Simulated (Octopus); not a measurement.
**C under changes of volume**

One of the cells (5.672 Å³/atom); the others are scaled copies at fixed shape and fractional positions:

```xyz
2
Lattice="0.0000 1.7834 1.7834 1.7834 0.0000 1.7834 1.7834 1.7834 0.0000" Properties=species:S:1:pos:R:3 pbc="T T T"
C     2.6751    2.6751    2.6751
C     1.7834    1.7834    1.7834
```

This isn't the form of C at room conditions, which is graphite.

* Program: Octopus 16.4
* Functional: PBE
* Potentials or basis: pseudodojo_pbe (PseudoDojo 0.5, PBE)
* Grid spacing: 0.133 Å
* k mesh: 13 × 13 × 13
* Occupations: fermi-dirac, width 0.05 eV
* Spin: no spin polarisation

```csv
volume (Å³/atom),energy over the lowest point (meV/atom),gap on the mesh (eV)
5.332,36.20,4.34
5.445,16.72,4.29
5.558,4.99,4.25
5.672,0.00,4.20
5.785,?,?
5.899,9.16,4.11
6.012,22.53,4.07
```

Task: What does the run at 5.785 Å³/atom give?

Result: Energy over the lowest point 1.63 meV/atom; gap on the mesh 4.16 eV.

Worked out: A Birch-Murnaghan fit of order 3 (a polynomial in V^(-2/3)) to the other rows has its minimum at 5.70 Å³/atom with B0 = V·E''(V) = 454 GPa (rough, since the energies scatter). It gives 1.53 meV/atom at 5.785 Å³/atom, against the run's 1.63. A straight line through the other rows of the gap, of slope -2.26 eV per unit of ln V, gives 4.16 eV, against the run's 4.16.

Energies are extrapolated to zero smearing.

Caveats: an odd mesh through Γ misses points on the zone boundary, where band edges often lie.
